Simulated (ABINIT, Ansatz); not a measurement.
## SiC (P6_3mc): changed settings of a GW run in ABINIT

What do changed inputs do to GW on SiC (P6_3mc)?

Method: PBE and many-body steps on it, plane waves, in ABINIT 10.8.3.

Most raw output is cut from this account.

### 1. Starting point

It takes space group P6_3mc (No. 186, hexagonal). The conventional cell has a = 3.076 Å, b = 3.076 Å, c = 10.071 Å, α = 90.00°, β = 90.00°, γ = 120.00°. Nearest to Si lie 4 C at 1.88 to 1.89 Å. C has 4 Si at 1.88 to 1.89 Å nearest. Nearest to C lie 4 Si at 1.88 to 1.89 Å. Farther neighbours are not listed.

The cell and positions are those that the Materials Project relaxed with its own functionals (PBE, PBE+U or r2SCAN), kept fixed.

### 2. Screening, 3×3×2 mesh, 142 bands, screening to 141.5 eV

This step: ABINIT 10.8.3; RPA screening on PBE, plane waves, norm-conserving pseudopotentials.

The RPA dielectric matrix is built and inverted for each q.

Input file run.abi:

```
acell 3*1.0 Angstrom
rprim 
  3.075694149693 -0.000000000023 0.000000000000
  -1.537847074826 2.663629267917 0.000000000000
  0.000000000000 0.000000000000 10.070646480000
ntypat 2
znucl 14 6
natom 8
typat 1 1 1 1 2 2 2 2
xred 
  0.666666666667 0.333333333333 0.937841980000
  0.333333333333 0.666666666667 0.437841980000
  0.000000000000 0.000000000000 0.687894380000
  0.000000000000 0.000000000000 0.187894380000
  0.666666666667 0.333333333333 0.749802590000
  0.333333333333 0.666666666667 0.249802590000
  0.000000000000 0.000000000000 0.500460050000
  0.000000000000 0.000000000000 0.000460050000
pp_dirpath "pseudos"
pseudos "Si.upf, C.upf"
ecut 37
ngkpt 3 3 2
nshiftk 1
shiftk 0 0 0
kptopt 1
chksymbreak 0
istwfk *1
occopt 1
irdwfk 1
optdriver 3
nband 142
ecuteps 5.2
inclvkb 2
awtr 1
symchi 1
indata_prefix "in"
outdata_prefix "out"
tmpdata_prefix "tmp"
```

Command:

```
$ OMP_NUM_THREADS=1 mpirun -n 4 abinit run.abi > log
```

It took 38 s on 4 MPI ranks of Arm Neoverse V1, shared host; peak memory 1 GiB.

Numbers from this step:

* ε∞ with local fields, on this mesh, along the program's q direction: 9.491
* the same without local fields: 10.38
* plasma frequency: 23.13 eV
* plane waves in the screening matrix: 301

Local fields lower ε∞ by 9 %. On a Γ-centred mesh this coarse the value itself is usually too large, while a short band sum pulls it down.

### 3. Base

The self-energy is evaluated for the states that the input lists, and the levels follow from it, in one-shot runs by the linearised quasiparticle equation.

This step: G0W0 on PBE, plane waves, norm-conserving pseudopotentials.

Edit run.abi of step 2 so:

```diff
@@ -29,8 +29,17 @@
 irdwfk 1
-optdriver 3
+optdriver 4
 nband 142
+gwcalctyp 0
+ecutsigx 37
+symsigma 1
+nkptgw 2
+kptgw 
+  0.0000000000 0.0000000000 0.0000000000
+  0.3333333333 0.0000000000 0.0000000000
+bdgw 
+  15 18
+  15 18
 ecuteps 5.2
-inclvkb 2
-awtr 1
-symchi 1
+irdscr 1
+ppmodel 1
 indata_prefix "in"
```

Run time: 15 s. Hardware: 4 MPI ranks; peak memory 0.9 GiB.

Numbers from this step:

* G0W0 gap on the points computed: 3.628 eV
* starting gap on the mesh: 3.011 eV
* k of the valence top: 0, 0, 0
* k of the conduction bottom: 0.3333, 0, 0
* Z at the valence top: 0.805
* Z at the conduction bottom: 0.829
* least direct G0W0 gap on the computed points: 4.596 eV

The gap on the mesh goes from 3.01 eV to 3.63 eV, a correction of +0.62 eV.

### 4. No symmetry in the self-energy

Edit run.abi of step 3 so:

```diff
@@ -33,3 +33,3 @@
 ecutsigx 37
-symsigma 1
+symsigma 0
 nkptgw 2
```

Wall time 27 s (4 MPI ranks); peak memory 0.9 GiB; 1.8 min of CPU time.

This step gave:

```yaml
g0w0_gap_on_the_points_computed: 3.628 eV
starting_gap_on_the_mesh: 3.011 eV
k_of_the_valence_top: 0, 0, 0
k_of_the_conduction_bottom: 0.3333, 0, 0
z_at_the_valence_top: 0.805
z_at_the_conduction_bottom: 0.829
least_direct_g0w0_gap_on_the_computed_points: 4.595 eV
```

Against G0W0 in ABINIT (3×3×2 mesh, 142 bands, screening to 141.5 eV, Godby-Needs plasmon pole), the gap moves by +0.000 eV.

### 5. Contour deformation on a plasmon-pole file

Edit run.abi of step 4 so:

```diff
@@ -31,5 +31,5 @@
 nband 142
-gwcalctyp 0
+gwcalctyp 2
 ecutsigx 37
-symsigma 0
+symsigma 1
 nkptgw 2
@@ -43,3 +43,2 @@
 irdscr 1
-ppmodel 1
 indata_prefix "in"
```

The job ended after 3.9 s (4 MPI ranks; peak memory 0.54 GiB).

The run stopped with an error after 3.9 s.

The fault put into this input: contour deformation on a plasmon-pole file.

### 6. Side by side

Times are wall times on 4 MPI ranks of Arm Neoverse V1, shared host, good to a factor of about two. A run's time includes the screening step that it read.

```
                           run   mesh  bands  screening cutoff (eV)  DFT gap (eV)  gap on the mesh (eV)  direct (eV)  ε∞ used  time
                          base  3×3×2    142                  141.5         3.011                 3.628        4.596     9.49  53 s
no symmetry in the self-energy  3×3×2    142                  141.5         3.011                 3.628        4.595     9.49  65 s
```

### 7. What came out

* base: 3.628 eV
* no symmetry in the self-energy: 3.628 eV
* known limits: not at the basis limit; coarse k mesh

No symmetry in the self-energy: no change against base (keys changed: symsigma). Bands and cutoff are finite, so the gap is not at the basis limit. The miss can reach some tenths of an eV and take either sign; the mesh is an error of its own. In the G0W0 runs levels were corrected at 2 k points alone, so a gap called «on the mesh» is the least over those, and an edge elsewhere would be missed. A denser mesh or path gives a starting gap of 2.23 eV: the GW mesh misses a band edge, so its gaps are not the fundamental one. The 3×3×2 mesh is coarse for this cell, which bears on the long-range parts of exchange and screening.

[Paths, hosts, dates, memory and timing lines, banners, echoed tables and standing remarks are left out of the program output.]

[Logs are printed without paths, hosts, clocks, repeated set-up lines and the standing remarks that a program may print on its own settings, such as how far it seeks lower states.]

[Runs of the session that timed out or met a known fault of the program may be left out.]

[Hosts, paths, dates, database ids (printed as entryN), source tags and the programs' standing remarks are cut or masked in the printed files.]

[G0W0 gaps are taken among the corrected bands and points alone; a level outside them can change the order at an edge.]

[Where Ansatz stands beside ABINIT at settings called matched, ABINIT's density can come from a denser mesh and the files from another edition; pairs whose starting gaps differed by over 0.03 eV were left out, so agreement reads better than it is.]
